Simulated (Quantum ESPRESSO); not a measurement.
**AlNi3 under changes of volume**

One of the cells (10.998 Å³/atom); the others are scaled copies at fixed shape and fractional positions:

```xyz
4
Lattice="0.0000 2.8019 2.8019 2.8019 0.0000 2.8019 2.8019 2.8019 0.0000" Properties=species:S:1:pos:R:3 pbc="T T T"
Ni    4.2028    4.2028    4.2028
Ni    0.0000    0.0000    0.0000
Ni    1.4009    1.4009    1.4009
Al    2.8019    2.8019    2.8019
```

The cell comes from a database or a generator and needn't be the stable form of this composition.

| Quantity | Value |
| --- | --- |
| Program | Quantum ESPRESSO 7.5 |
| Functional | LDA |
| Potentials or basis | GBRV 1.5 LDA |
| Cutoff | 612 eV |
| Density cutoff | 4898 eV |
| k mesh | 8 × 8 × 8 |
| Occupations | fermi-dirac, width 0.05 eV |
| Spin | collinear spin, ferromagnetic start |
| Starting moments | [1.0, 1.0, 1.0, 0.0] μB |

| volume (Å³/atom) | energy over the lowest point (meV/atom) | pressure (GPa) |
| --- | --- | --- |
| 10.338 | 5.12 | 6.0 |
| 10.558 | 0.00 | 1.1 |
| 10.778 | ? | ? |
| 10.998 | 8.35 | -7.3 |
| 11.218 | 20.54 | -10.7 |
| 11.438 | 37.25 | -13.9 |
| 11.658 | 57.97 | -16.6 |

Q: What does the run at 10.778 Å³/atom give?

A: Energy over the lowest point 1.32 meV/atom; pressure -3.3 GPa.

Worked out: A Birch-Murnaghan fit of order 3 (a polynomial in V^(-2/3)) to the other rows has its minimum at 10.62 Å³/atom with B0 = V·E''(V) = 219 GPa and B' = 4.7. It gives 1.31 meV/atom at 10.778 Å³/atom, against the run's 1.32, and -dE/dV = -3.1 GPa, against -3.3.

Energies are extrapolated to zero smearing.
